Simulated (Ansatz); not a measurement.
# Dielectric response of CaS (110) films

Wanted: ε of rocksalt CaS (110) by finite fields on slabs, and the band edges against the vacuum where run.

Calculated with Ansatz 0.2.0; plane-wave DFT, LDA, Ansatz PAW.

This is a report of a sequence of runs, with most program output left out.

## Step 1: Set-up

The cell holds 10 atoms: 5 Ca and 5 S. Cell: a = 4.023 Å, b = 5.690 Å, c = 26.047 Å, α = 90.0°, β = 90.0°, γ = 90.0°. It derives from CaS (rocksalt CaS). Vacuum lies along c.

## Step 2: Relaxation, 10 atoms, units 5

The structure is relaxed first, because levels and dipoles at a surface follow the positions of the outer atoms.

The input, input.yaml:

```yaml
crystal:
  lattice:
    - [4.02343758, 0.0, 0.0]
    - [0.0, 5.69, 0.0]
    - [0.0, 0.0, 26.0468751699]
  atoms:
    - { symbol: Ca, position: [0.5, 0.5, 0.3455308916] }
    - { symbol: S, position: [0.5, 0.0, 0.3455308916] }
    - { symbol: Ca, position: [0.0, 0.0, 0.4227654458] }
    - { symbol: S, position: [0.0, 0.5, 0.4227654458] }
    - { symbol: Ca, position: [0.5, 0.5, 0.5] }
    - { symbol: S, position: [0.5, 0.0, 0.5] }
    - { symbol: Ca, position: [0.0, 0.0, 0.5772345542] }
    - { symbol: S, position: [0.0, 0.5, 0.5772345542] }
    - { symbol: Ca, position: [0.5, 0.5, 0.6544691084] }
    - { symbol: S, position: [0.5, 0.0, 0.6544691084] }
kpoints:
  mp_grid: { grid: [8, 6, 1] }
hamiltonian:
  xc: lda
scf:
  occupations: { method: fixed }
  convergence: { dr2_threshold: 1.0e-09 }
efield:
  axis: 3
  dipole_correction: true
  ramp_position: 0.97
  ramp_width: 0.06
relax:
  f_tol: 0.003
  max_steps: 100
output:
  write_potential: true
  write_density: true
  volumetric_format: npy
```

On the command line:

```bash
$ ansatz run input.yaml --threads 4 --pin off --max-ram 8192MiB --backend cpu --events-out ev --progress --plain --runs-dir out
```

The job ended after 70 s (4 threads of Arm Neoverse V1, shared host; peak memory 1.1 GiB).

Relaxation path:

```csv
step,energy less that of the first step (eV),largest force component (eV/Å)
1,0.0000,1.1397
2,-0.3201,0.3102
3,-0.3728,0.0761
4,-0.3802,0.0062
5,-0.3802,0.0003
```

The run keeps the 4 symmetry operations that it works with, so distortions that break them were not tested.

The atoms that moved most (Å):

```csv
atom,dx,dy,dz,length
Ca9,0.000,0.000,-0.302,0.302
Ca1,0.000,0.000,0.302,0.302
S2,0.000,0.000,0.158,0.158
S10,0.000,0.000,-0.158,0.158
S4,0.000,0.000,0.056,0.056
S8,0.000,0.000,-0.056,0.056
Ca3,0.000,0.000,-0.006,0.006
Ca7,0.000,0.000,0.006,0.006
```

The relaxed structure:

```cif
data_structure
_symmetry_space_group_name_H-M 'P 1'
_symmetry_Int_Tables_number 1
_cell_length_a 4.0234
_cell_length_b 5.6900
_cell_length_c 26.0469
_cell_angle_alpha 90.000
_cell_angle_beta 90.000
_cell_angle_gamma 90.000
_cell_volume 596.30
loop_
_atom_site_label
_atom_site_type_symbol
_atom_site_fract_x
_atom_site_fract_y
_atom_site_fract_z
_atom_site_occupancy
Ca1 Ca 0.50000 0.50000 0.35711 1
S2 S 0.50000 0.00000 0.35159 1
Ca3 Ca 0.00000 0.00000 0.42255 1
S4 S 0.00000 0.50000 0.42493 1
Ca5 Ca 0.50000 0.50000 0.50000 1
S6 S 0.50000 0.00000 0.50000 1
Ca7 Ca 0.00000 0.00000 0.57745 1
S8 S 0.00000 0.50000 0.57507 1
Ca9 Ca 0.50000 0.50000 0.64289 1
S10 S 0.50000 0.00000 0.64841 1
```

Numbers from this step:

```
gap on the k-mesh             : 1.846 eV
dipole along the normal       : -1.01e-7 e·Å
ionisation energy, upper face : 4.577 eV
electron affinity, upper face : 2.731 eV
```

Running mean over 2.012 Å of the planar mean; the ramp of the sawtooth is left out. Table of electron's electrostatic potential energy less the highest filled level by z:

z (Å), electron's electrostatic potential energy less the highest filled level (eV) and a bar from the least value:
```
      3.5       4.58 ##############################
      4.0       4.58 ##############################
      4.5       4.58 ##############################
      5.0       4.58 ##############################
      5.5       4.57 ##############################
      6.0       4.56 ##############################
      6.5       4.51 ##############################
      7.0       4.34 #############################
      7.5       3.72 ###########################
      8.0       1.84 #####################
      8.5      -0.80 ###########
      9.0      -2.60 #####
      9.5      -3.46 ##
     10.0      -4.11 
     10.5      -3.96 #
     11.0      -3.37 ###
     11.5      -3.21 ###
     12.0      -3.19 ###
     12.5      -3.15 ###
     13.0      -3.09 ####
     13.5      -3.14 ###
     14.0      -3.18 ###
     14.5      -3.20 ###
     15.0      -3.34 ###
     15.5      -3.91 #
     16.0      -4.13 
     16.5      -3.54 ##
     17.0      -2.69 #####
     17.5      -1.04 ###########
     18.0       1.60 ####################
     18.5       3.60 ###########################
     19.0       4.31 #############################
     19.5       4.50 ##############################
     20.0       4.56 ##############################
     20.5       4.57 ##############################
     21.0       4.58 ##############################
     21.5       4.58 ##############################
     22.0       4.58 ##############################
     22.5       4.58 ##############################
     23.0       4.58 ##############################
```

The relaxation took 5 steps and lowered the energy by 0.38 eV; the largest force on the free atoms ends at 2.8e-4 eV/Å.

The gap is 1.85 eV, with the valence edge 4.58 eV and the conduction edge 2.73 eV under the upper vacuum level.

## Step 3: Single point on the relaxed film, 10 atoms, units 5

The film was relaxed beforehand; a single point on the relaxed positions gives its levels and potential.

input.yaml, the sections that differ from step 2:

```yaml
crystal:
  lattice:
    - [4.02343758, 0.0, 0.0]
    - [0.0, 5.69, 0.0]
    - [0.0, 0.0, 26.0468751699]
  atoms:
    - { symbol: Ca, position: [0.5, 0.5, 0.3571093768] }
    - { symbol: S, position: [0.5, 0.0, 0.3515939549] }
    - { symbol: Ca, position: [0.0, 0.0, 0.4225469078] }
    - { symbol: S, position: [0.0, 0.5, 0.4249328131] }
    - { symbol: Ca, position: [0.5, 0.5, 0.5000000027] }
    - { symbol: S, position: [0.5, 0.0, 0.4999999987] }
    - { symbol: Ca, position: [0.0, 0.0, 0.5774530915] }
    - { symbol: S, position: [0.0, 0.5, 0.5750671886] }
    - { symbol: Ca, position: [0.5, 0.5, 0.6428906197] }
    - { symbol: S, position: [0.5, 0.0, 0.6484060463] }
output:
  eigenvalues: true
  write_potential: true
  write_density: true
  volumetric_format: npy
# kpoints, hamiltonian, scf, efield: as in step 2
# relax: removed
```

Run time: 24 s. Hardware: 4 threads; peak memory 1.3 GiB.

This step gave:

- dipole along the normal: 1.68e-5 e·Å

Running mean over 2.012 Å of the planar mean; the ramp of the sawtooth is left out. Electron's electrostatic potential energy less the highest filled level against z:

z (Å), electron's electrostatic potential energy less the highest filled level (eV) and a bar from the least value:
```
      3.5       4.58 ##############################
      4.0       4.58 ##############################
      4.5       4.58 ##############################
      5.0       4.58 ##############################
      5.5       4.57 ##############################
      6.0       4.56 ##############################
      6.5       4.51 ##############################
      7.0       4.34 #############################
      7.5       3.72 ###########################
      8.0       1.84 #####################
      8.5      -0.80 ###########
      9.0      -2.60 #####
      9.5      -3.46 ##
     10.0      -4.11 
     10.5      -3.96 #
     11.0      -3.37 ###
     11.5      -3.21 ###
     12.0      -3.19 ###
     12.5      -3.15 ###
     13.0      -3.09 ####
     13.5      -3.14 ###
     14.0      -3.18 ###
     14.5      -3.20 ###
     15.0      -3.34 ###
     15.5      -3.91 #
     16.0      -4.13 
     16.5      -3.54 ##
     17.0      -2.69 #####
     17.5      -1.04 ###########
     18.0       1.60 ####################
     18.5       3.60 ###########################
     19.0       4.31 #############################
     19.5       4.50 ##############################
     20.0       4.56 ##############################
     20.5       4.57 ##############################
     21.0       4.58 ##############################
     21.5       4.58 ##############################
     22.0       4.58 ##############################
     22.5       4.58 ##############################
     23.0       4.58 ##############################
```

The gap is 1.85 eV, with the valence edge 4.58 eV and the conduction edge 2.73 eV under the upper vacuum level.

## Step 4: Atoms held, 10 atoms, units 5, field 0.05 V/Å

A sawtooth potential applies the field, turning back in the middle of the vacuum. With the dipole correction the typed value is the field outside the slab. The induced dipole is small, so the SCF threshold is tight.

Changes to input.yaml since step 3:

```diff
@@ -22,3 +22,3 @@
   occupations: { method: fixed }
-  convergence: { dr2_threshold: 1.0e-09 }
+  convergence: { dr2_threshold: 1.0e-10 }
 efield:
@@ -28,4 +28,4 @@
   ramp_width: 0.06
+  amplitude: 0.05
 output:
-  eigenvalues: true
   write_potential: true
```

The job ended after 26 s (4 threads; peak memory 1.3 GiB; 100 s of CPU time).

This step gave:

```yaml
gap_on_the_k_mesh: 1.840 eV
dipole_along_the_normal: 0.05585 e·Å
```

The dipole is 0.0559 e·Å, and the gap on the mesh 1.840 eV.

## Step 5: Single point, 10 atoms, units 5, field -0.05 V/Å

Changes to input.yaml since step 4:

```diff
@@ -28,3 +28,3 @@
   ramp_width: 0.06
-  amplitude: 0.05
+  amplitude: -0.05
 output:
```

Wall time 26 s (4 threads); peak memory 1.3 GiB; 1.7 min of CPU time.

The dipole is -0.0559 e·Å, and the gap on the mesh 1.840 eV.

## Step 6: Response with the atoms held, 10 atoms, units 5

This step: plane-wave DFT, LDA, Ansatz PAW; response to a field along the normal, atoms held (Ansatz 0.2.0).

The two fields give this film's response with the atoms held: the electronic part.

Numbers from this step:

```
equivalent conductor thickness p/(ε₀AE) : 8.829 Å
distance between the outer atoms        : 7.731 Å
thickness                               : 10.06 Å
```

Local field over the applied field, running mean. From the potentials at -0.05 and 0.05 V/Å; running mean over 2.012 Å, taken twice. Local field over applied field against z:

z (Å), local field over applied field and a bar from the least value:
```
      4.5      0.996 ##############################
      5.0      0.991 ##############################
      5.5      0.977 #############################
      6.0      0.947 ############################
      6.5      0.890 ##########################
      7.0      0.796 #######################
      7.5      0.666 ##################
      8.0      0.514 #############
      8.5      0.365 ########
      9.0      0.248 ###
      9.5      0.177 #
     10.0      0.151 
     10.5      0.157 
     11.0      0.173 #
     11.5      0.187 #
     12.0      0.192 #
     12.5      0.191 #
     13.0      0.190 #
     13.5      0.191 #
     14.0      0.192 #
     14.5      0.187 #
     15.0      0.174 #
     15.5      0.158 
     16.0      0.151 
     16.5      0.172 #
     17.0      0.240 ###
     17.5      0.352 #######
     18.0      0.499 ############
     18.5      0.652 ##################
     19.0      0.785 ######################
     19.5      0.883 ##########################
     20.0      0.943 ############################
     20.5      0.975 #############################
     21.0      0.990 ##############################
     21.5      0.996 ##############################
```

Electrons, planar mean, per unit field. Table of induced electron density by z:

z (Å), induced electron density (e/Å³ per V/Å) and a bar from the least value:
```
        5    0.00003 ###############
        6    0.00022 ################
        7    0.00112 #####################
        8    0.00272 ##############################
        9    0.00091 ####################
       10   -0.00060 ############
       11   -0.00030 #############
       12    0.00025 ################
       13    0.00000 ###############
       14   -0.00029 #############
       15    0.00029 #################
       16    0.00061 ##################
       17   -0.00087 ##########
       18   -0.00273 
       19   -0.00119 ########
       20   -0.00024 ##############
       21   -0.00004 ###############
```

By hand: between -0.05 and 0.05 V/Å the dipole changes by 0.1117 e·Å, a slope of 1.117 e·Å²/V. A perfect conductor of thickness t has p = ε₀AEt, so t = 180.95 × 1.117 / 22.893 = 8.83 Å (e/ε₀ = 180.95 V·Å, A in Å²).

The induced dipole is that of a conductor 8.83 Å thick.

## Step 7: Field on, atoms free, 10 atoms, field 0.05 V/Å

This step: plane-wave DFT, LDA, Ansatz PAW (Ansatz 0.2.0).

Now the atoms may follow the field. A weak field makes forces of meV/Å to tens of meV/Å, so the force tolerance is set well below the usual one.

Changes to input.yaml since step 5:

```diff
@@ -28,3 +28,6 @@
   ramp_width: 0.06
-  amplitude: -0.05
+  amplitude: 0.05
+relax:
+  f_tol: 0.0006
+  max_steps: 70
 output:
```

It took 55 s on 4 threads; peak memory 1.1 GiB.

Hardly anything moved in the relaxation; the energy changed by under 0.2 meV an atom.

This step gave:

- gap on the k-mesh: 1.846 eV
- dipole along the normal: 0.06480 e·Å

The relaxation took 4 steps and lowered the energy by 2.2e-4 eV; the largest force on the free atoms ends at 4.0e-4 eV/Å.

The dipole is 0.0648 e·Å, and the gap on the mesh 1.846 eV.

## Step 8: Relaxing in the field, 10 atoms, field -0.05 V/Å

The opposite sign, again from the field-free geometry; the difference of the two cancels what relaxes without a field.

Changes to input.yaml since step 7:

```diff
@@ -28,3 +28,3 @@
   ramp_width: 0.06
-  amplitude: 0.05
+  amplitude: -0.05
 relax:
```

Wall time 55 s (4 threads); peak memory 1.1 GiB.

No atom moved by 0.005 Å in the relaxation.

The relaxation took 4 steps and lowered the energy by 2.2e-4 eV; the largest force on the free atoms ends at 4.0e-4 eV/Å.

The dipole is -0.0648 e·Å, and the gap on the mesh 1.846 eV.

## Step 9: Response with the atoms relaxed, 10 atoms, units 5

This step: plane-wave DFT, LDA, Ansatz PAW; response to a field along the normal, atoms relaxed (Ansatz 0.2.0).

The two relaxed runs give the static response.

Numbers from this step:

| Property | Result |
| --- | --- |
| equivalent conductor thickness p/(ε₀AE) | 10.24 Å |

Local field over the applied field, running mean. From the potentials at -0.05 and 0.05 V/Å; running mean over 2.012 Å, taken twice. Table of local field over applied field by z:

```csv
z (Å),local field over applied field
4.5,0.997
5.0,0.991
5.5,0.977
6.0,0.940
6.5,0.853
7.0,0.739
7.5,0.585
8.0,0.389
8.5,0.224
9.0,0.0784
9.5,-0.00692
10.0,0.00575
10.5,0.0620
11.0,0.128
11.5,0.141
12.0,0.118
12.5,0.0711
13.0,0.0261
13.5,0.0669
14.0,0.113
14.5,0.140
15.0,0.133
15.5,0.0659
16.0,0.0120
16.5,-0.00921
17.0,0.0647
17.5,0.213
18.0,0.370
18.5,0.567
19.0,0.728
19.5,0.842
20.0,0.935
20.5,0.974
21.0,0.990
21.5,0.996
```

The induced dipole is that of a conductor 10.24 Å thick.

## Step 10: Relaxing the film, 16 atoms, units 8

This step: plane-wave DFT, LDA, Ansatz PAW (Ansatz 0.2.0).

System of this step: CaS (110), 8 units. The cell holds 16 atoms: 8 Ca and 8 S. Its edges and angles: a = 4.023 Å, b = 5.690 Å, c = 32.082 Å, α = 90.0°, β = 90.0°, γ = 90.0°. It derives from CaS (rocksalt CaS). Vacuum lies along c.

The next thickness, treated alike, so that differences show the interior and the faces cancel.

The input, input.yaml:

```yaml
crystal:
  lattice:
    - [4.02343758, 0.0, 0.0]
    - [0.0, 5.69, 0.0]
    - [0.0, 0.0, 32.0820315473]
  atoms:
    - { symbol: Ca, position: [0.5, 0.5, 0.2805308631] }
    - { symbol: S, position: [0.5, 0.0, 0.2805308631] }
    - { symbol: Ca, position: [0.0, 0.0, 0.3432363308] }
    - { symbol: S, position: [0.0, 0.5, 0.3432363308] }
    - { symbol: Ca, position: [0.5, 0.5, 0.4059417985] }
    - { symbol: S, position: [0.5, 0.0, 0.4059417985] }
    - { symbol: Ca, position: [0.0, 0.0, 0.4686472662] }
    - { symbol: S, position: [0.0, 0.5, 0.4686472662] }
    - { symbol: Ca, position: [0.5, 0.5, 0.5313527338] }
    - { symbol: S, position: [0.5, 0.0, 0.5313527338] }
    - { symbol: Ca, position: [0.0, 0.0, 0.5940582015] }
    - { symbol: S, position: [0.0, 0.5, 0.5940582015] }
    - { symbol: Ca, position: [0.5, 0.5, 0.6567636692] }
    - { symbol: S, position: [0.5, 0.0, 0.6567636692] }
    - { symbol: Ca, position: [0.0, 0.0, 0.7194691369] }
    - { symbol: S, position: [0.0, 0.5, 0.7194691369] }
kpoints:
  mp_grid: { grid: [8, 6, 1] }
hamiltonian:
  xc: lda
scf:
  occupations: { method: fixed }
  convergence: { dr2_threshold: 1.0e-09 }
efield:
  axis: 3
  dipole_correction: true
  ramp_position: 0.97
  ramp_width: 0.06
relax:
  f_tol: 0.003
  max_steps: 100
output:
  write_potential: true
  write_density: true
  volumetric_format: npy
```

It took 3 min on 4 threads; peak memory 1.7 GiB.

Step by step:

```csv
step,energy less that of the first step (eV),largest force component (eV/Å)
1,0.0000,1.1485
2,-0.3408,0.3289
3,-0.4751,0.0721
4,-0.4807,0.0342
5,-0.4811,0.0050
6,-0.4811,0.0003
```

Forces are held to the 4 operations that the run works with; a distortion that breaks them can't arise in this run.

The atoms that moved most (Å):

```csv
atom,dx,dy,dz,length
Ca15,0.000,0.000,-0.421,0.421
Ca1,0.000,0.000,0.421,0.421
S16,0.000,0.000,-0.265,0.265
S2,0.000,0.000,0.265,0.265
S4,0.000,0.000,0.166,0.166
S14,0.000,0.000,-0.166,0.166
Ca5,0.000,0.000,0.152,0.152
Ca11,0.000,0.000,-0.152,0.152
```

Final coordinates:

```cif
data_structure
_symmetry_space_group_name_H-M 'P 1'
_symmetry_Int_Tables_number 1
_cell_length_a 4.0234
_cell_length_b 5.6900
_cell_length_c 32.0820
_cell_angle_alpha 90.000
_cell_angle_beta 90.000
_cell_angle_gamma 90.000
_cell_volume 734.47
loop_
_atom_site_label
_atom_site_type_symbol
_atom_site_fract_x
_atom_site_fract_y
_atom_site_fract_z
_atom_site_occupancy
Ca1 Ca 0.50000 0.50000 0.29366 1
S2 S 0.50000 0.00000 0.28879 1
Ca3 Ca 0.00000 0.00000 0.34577 1
S4 S 0.00000 0.50000 0.34841 1
Ca5 Ca 0.50000 0.50000 0.41067 1
S6 S 0.50000 0.00000 0.40929 1
Ca7 Ca 0.00000 0.00000 0.46887 1
S8 S 0.00000 0.50000 0.46978 1
Ca9 Ca 0.50000 0.50000 0.53113 1
S10 S 0.50000 0.00000 0.53022 1
Ca11 Ca 0.00000 0.00000 0.58933 1
S12 S 0.00000 0.50000 0.59071 1
Ca13 Ca 0.50000 0.50000 0.65423 1
S14 S 0.50000 0.00000 0.65159 1
Ca15 Ca 0.00000 0.00000 0.70634 1
S16 S 0.00000 0.50000 0.71121 1
```

The relaxation took 6 steps and lowered the energy by 0.48 eV; the largest force on the free atoms ends at 2.8e-4 eV/Å.

The gap is 1.88 eV, with the valence edge 4.71 eV and the conduction edge 2.83 eV under the upper vacuum level.

## Step 11: Single point on the relaxed film, 16 atoms, units 8

The input, input.yaml:

```yaml
crystal:
  lattice:
    - [4.02343758, 0.0, 0.0]
    - [0.0, 5.69, 0.0]
    - [0.0, 0.0, 32.0820315473]
  atoms:
    - { symbol: Ca, position: [0.5, 0.5, 0.2936598127] }
    - { symbol: S, position: [0.5, 0.0, 0.2887886742] }
    - { symbol: Ca, position: [0.0, 0.0, 0.3457650863] }
    - { symbol: S, position: [0.0, 0.5, 0.3484126695] }
    - { symbol: Ca, position: [0.5, 0.5, 0.4106742064] }
    - { symbol: S, position: [0.5, 0.0, 0.409291356] }
    - { symbol: Ca, position: [0.0, 0.0, 0.4688731882] }
    - { symbol: S, position: [0.0, 0.5, 0.4697786018] }
    - { symbol: Ca, position: [0.5, 0.5, 0.5311268304] }
    - { symbol: S, position: [0.5, 0.0, 0.5302214014] }
    - { symbol: Ca, position: [0.0, 0.0, 0.5893257964] }
    - { symbol: S, position: [0.0, 0.5, 0.5907086372] }
    - { symbol: Ca, position: [0.5, 0.5, 0.6542349319] }
    - { symbol: S, position: [0.5, 0.0, 0.6515873488] }
    - { symbol: Ca, position: [0.0, 0.0, 0.7063401729] }
    - { symbol: S, position: [0.0, 0.5, 0.7112112858] }
kpoints:
  mp_grid: { grid: [8, 6, 1] }
hamiltonian:
  xc: lda
scf:
  occupations: { method: fixed }
  convergence: { dr2_threshold: 1.0e-09 }
efield:
  axis: 3
  dipole_correction: true
  ramp_position: 0.97
  ramp_width: 0.06
output:
  eigenvalues: true
  write_potential: true
  write_density: true
  volumetric_format: npy
  elf: true
```

Run time: 55 s. Hardware: 4 threads; peak memory 2.1 GiB; 3.6 min of CPU time.

The gap is 1.88 eV, with the valence edge 4.71 eV and the conduction edge 2.83 eV under the upper vacuum level.

(Continued in part 2 of 2.)

[Logs are printed without paths, hosts, clocks, repeated set-up lines and the standing remarks that a program may print on its own settings, such as how far it seeks lower states.]

[Hosts, paths, dates, database ids (printed as entryN), source tags and the programs' standing remarks are cut or masked in the printed files.]

[Maps of the electrostatic potential energy from Ansatz leave out the sawtooth potential of an applied field or a dipole correction, so their vacuum need not be flat; planar profiles and work functions include it.]
